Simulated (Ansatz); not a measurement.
Level of theory: DFT PBE, scalar-relativistic, plane waves, PAW (Ansatz 0.2.0). All cells share a 420 eV cutoff and Γ-centred k meshes spaced at most about 0.3 Å⁻¹ (about 0.25 or finer for metals, 2π included). No spin polarisation in the final relaxations.

These are static total energies at zero pressure. All come from trial cells, and lower structures may exist.

Task: Order these relaxed structures of SiC4 by energy, lowest first, with the energy over the lowest of them.
1.

```cif
data_structure
_symmetry_space_group_name_H-M 'I4/mmm'
_symmetry_Int_Tables_number 139
_cell_length_a 4.1349
_cell_length_b 4.1349
_cell_length_c 7.5436
_cell_angle_alpha 90.000
_cell_angle_beta 90.000
_cell_angle_gamma 90.000
_cell_volume 128.97
loop_
_atom_site_label
_atom_site_type_symbol
_atom_site_symmetry_multiplicity
_atom_site_Wyckoff_symbol
_atom_site_fract_x
_atom_site_fract_y
_atom_site_fract_z
_atom_site_occupancy
Si1 Si 2 a 0.00000 0.00000 0.00000 1
C1 C 8 h 0.67677 0.67677 0.00000 1
```

2.

```cif
data_structure
_symmetry_space_group_name_H-M 'P-3m1'
_symmetry_Int_Tables_number 164
_cell_length_a 2.7107
_cell_length_b 2.7107
_cell_length_c 5.7943
_cell_angle_alpha 90.000
_cell_angle_beta 90.000
_cell_angle_gamma 120.000
_cell_volume 36.87
loop_
_atom_site_label
_atom_site_type_symbol
_atom_site_symmetry_multiplicity
_atom_site_Wyckoff_symbol
_atom_site_fract_x
_atom_site_fract_y
_atom_site_fract_z
_atom_site_occupancy
Si1 Si 1 b 0.00000 0.00000 0.50000 1
C1 C 2 d 0.33333 0.66667 0.69847 1
C2 C 2 d 0.66667 0.33333 0.05020 1
```

3.

```cif
data_structure
_symmetry_space_group_name_H-M 'P6_3/mmc'
_symmetry_Int_Tables_number 194
_cell_length_a 2.4699
_cell_length_b 2.4699
_cell_length_c 26.7163
_cell_angle_alpha 90.000
_cell_angle_beta 90.000
_cell_angle_gamma 120.000
_cell_volume 141.15
loop_
_atom_site_label
_atom_site_type_symbol
_atom_site_symmetry_multiplicity
_atom_site_Wyckoff_symbol
_atom_site_fract_x
_atom_site_fract_y
_atom_site_fract_z
_atom_site_occupancy
Si1 Si 2 d 0.33333 0.66667 0.75000 1
C1 C 4 f 0.33333 0.66667 0.91763 1
C2 C 4 f 0.33333 0.66667 0.08237 1
```

Result: 3 (0 meV/atom), 2 (552 meV/atom), 1 (964 meV/atom). Forms: 3 P6_3/mmc; 2 P-3m1; 1 I4/mmm. Counting C atoms around Si (those within 1.25 times the shortest such distance or 1.15 times the sum of covalent radii; the shortest distance is added where it is long for a bond): cell 3 has Si 26 from 4.5 Å; cell 2 has Si 6; cell 1 has Si 4. Cell 3 holds Si–Si nets (shortest 2.47 Å) and C–C nets (shortest 1.43 Å); cell 2 holds C–C nets (shortest 1.46 Å); cell 1 holds C–C units of three or more atoms (shortest 1.46 Å). Even the lowest lies +0.19 eV/atom against the elements.

No dispersion correction is applied, so the spacing and binding between layers, chains or molecules are poorly described (P6_3/mmc, I4/mmm), and this can change margins and order among such cells. Cells relaxed within their symmetry can be saddle points. Some types were kept out of the candidates beforehand, so the set may lack a known form.
